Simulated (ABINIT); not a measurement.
Crystal: Zn.

```xyz
3
Lattice="3.7711 0.0000 0.0000 0.0000 3.7711 0.0000 0.0000 0.0000 3.7711" Properties=species:S:1:pos:R:3 pbc="T T T"
Zn    0.0000    1.8856    1.8856
Zn    1.8856    0.0000    1.8856
Zn    1.8856    1.8856    0.0000
```

The cell was built by a generator and needn't be a form met in nature.

| Property | Result |
| --- | --- |
| Program | ABINIT 10.8.3 (patched build) |
| Task | single point |
| Functional | PBE |
| Potentials or basis | JTH PAW PBE v2.0 |
| Cutoff | 599 eV |
| k mesh | 7 × 7 × 7 |
| Occupations | fermi-dirac, width 0.05 eV |
| Spin | no spin polarisation |

On this cell: pressure -0.7 GPa; largest force zero by symmetry; band gap on the k mesh none (metal or under the smearing width).

The same run follows on a disturbed copy (atoms moved at random, drawn with an rms of 0.05 Å):

```
CELL_PARAMETERS angstrom
3.77113 0.00000 0.00000
0.00000 3.77113 0.00000
0.00000 0.00000 3.77113
ATOMIC_POSITIONS crystal
Zn 0.99038 0.50894 0.48557
Zn 0.50192 0.99168 0.51144
Zn 0.50377 0.51575 0.99295
```

Question: What does the disturbed cell give?

Answer: The energy (extrapolated to zero smearing) moves by +9.6 meV/atom; pressure -0.4 GPa; largest force 0.471 eV/Å; band gap on the k mesh none (metal or under the smearing width).

Forces on the atoms (eV/Å):
```
Zn   0.248 -0.175  0.055
Zn  -0.118  0.421 -0.175
Zn  -0.131 -0.245  0.120
```

Stress tensor (GPa, compression positive):
```
-0.57 -0.16  0.04
-0.16 -0.46 -0.27
 0.04 -0.27 -0.31
```
